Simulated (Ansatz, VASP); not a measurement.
# Two plane-wave programs on BaZrO3

```xyz
5
Lattice="3.7622 0.0000 0.0000 0.0000 4.4597 0.0000 0.0000 0.0000 4.2272" Properties=species:S:1:pos:R:3 pbc="T T T"
Ba    1.8811    2.2298    2.1136
Zr    0.0000    0.0000    0.0000
O     1.8811    0.0000    0.0000
O     0.0000    2.2298    0.0000
O     0.0000    0.0000    2.1136
```

Change from the starting cell: normal strain along x -0.1100, normal strain along y +0.0550.

Alike in both runs: task single point; functional PBE; k mesh 6 × 6 × 6; occupations gaussian, width 0.05 eV; no spin polarisation.

|  | VASP | Ansatz |
| --- | --- | --- |
| version | VASP 6.6.1 | Ansatz 0.2.0 |
| potentials or method | VASP PAW PBE potentials, release 64 (Ba_sv, Zr_sv, O) | scalar-relativistic, plane waves, PAW |
| plane-wave cutoff (eV) | 520 | 520 |
| valence electrons in the cell | 40 | 40 |

|  | VASP | Ansatz | Ansatz less VASP |
| --- | --- | --- | --- |
| gap on the k mesh at the Fermi level (eV) | 2.53 | 2.57 | +0.040 |
| least direct gap on the mesh (eV) | 2.53 | 2.57 | +0.040 |
| pressure (GPa) | 18.9 | 17.6 | -1.36 |
| largest component of the traceless stress (GPa) | 33.90 | 33.29 | -0.602 |

Caveats: so large a pressure means that the cell lies far from this level's equilibrium, or that cutoff or potentials fall short (VASP); spin-orbit coupling is left out, which moves the levels of the heavy elements. A k mesh can miss the band edges.
